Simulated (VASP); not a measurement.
The system is TiSe2.

```
Ti Se
1.0
     3.53600    0.00000    0.00000
    -1.76800    3.06227    0.00000
     0.00000    0.00000    6.00400
Ti Se
1 2
Cartesian
  0.0000 0.0000 0.0000
  0.0000 2.0415 1.5322
  1.7680 1.0208 4.4718
```

- Program: VASP 6.6.1
- Task: relaxation of cell and atoms
- Functional: PBE
- Dispersion: D3(BJ)
- Potentials or basis: VASP PAW PBE potentials, release 64 (Ti_sv, Se)
- Cutoff: 600 eV
- k mesh: 12 × 12 × 6
- Occupations: methfessel-paxton, width 0.1 eV
- Spin: no spin polarisation

At the start: pressure -1.6 GPa; volume 21.67 Å³/atom.

**Question.** How do energy, volume and symmetry change on relaxing?

**Answer.** Over 10 steps the energy falls by 7.6 meV/atom and the volume is 20.50 Å³/atom (-5.4 %); space group P-3m1 (No. 164, to 0.05 Å).

Step by step:
```csv
step,energy change (eV),largest force (eV/Å),pressure (GPa),volume (Å³)
1,0.0000,0.0905,-1.57,65.01
2,-0.0085,0.3343,0.77,63.04
3,-0.0091,0.2857,0.30,63.41
4,-0.0154,0.1559,0.07,62.97
5,-0.0171,0.0444,-0.12,62.60
6,-0.0193,0.0390,-0.05,62.32
7,-0.0226,0.0178,0.18,61.46
8,-0.0226,0.0158,0.20,61.41
9,-0.0222,0.0692,-0.44,61.77
10,-0.0227,0.0080,0.00,61.51
```

Final structure:
```
CELL_PARAMETERS angstrom
3.48178 0.00000 0.00000
-1.74089 3.01531 0.00000
0.00000 0.00000 5.85864
ATOMIC_POSITIONS crystal
Ti 0.00000 0.00000 0.00000
Se 0.33333 0.66667 0.26539
Se 0.66667 0.33333 0.73461
```
